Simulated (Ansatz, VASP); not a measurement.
## One calculation of Ni, two programs

```
CELL_PARAMETERS angstrom
0.00000 1.73125 1.73125
1.73125 0.00000 1.73125
1.73125 1.73125 0.00000
ATOMIC_POSITIONS crystal
Ni 0.00000 0.00000 0.00000
```

Alike in both runs: functional PBEsol; k mesh 21 × 21 × 21; occupations fermi-dirac, width 0.05 eV; collinear spin.

Ansatz relaxed the structure, and its values are those at the end. VASP's run is a single point on that final structure, the one shown.

```csv
,VASP,Ansatz
version,VASP 6.6.1,Ansatz 0.2.0
potentials or method,"VASP PAW PBE potentials, release 64 (Ni)","PAW with Ansatz's default frozen-core files, scalar-relativistic"
plane-wave cutoff (eV),520,920
valence electrons in the cell,10,18
```

|  | VASP | Ansatz | Ansatz less VASP |
| --- | --- | --- | --- |
| pressure (GPa) | -0.1 | 0.0 | +0.09 |
| net moment per atom (μB) | 0.59 | 0.60 | +0.011 |
| size of the moment on the site where the two differ most (μB) | 0.60 | 0.64 | +0.040 |

Site moments also hang on the region over which each program counts them. The two sets of potentials don't hold the same shells in valence. Ansatz warned: «stress_scf_threshold_loose».

Caveats: the PAW data sets were made with another functional, which shifts forces and pressure a little (VASP).
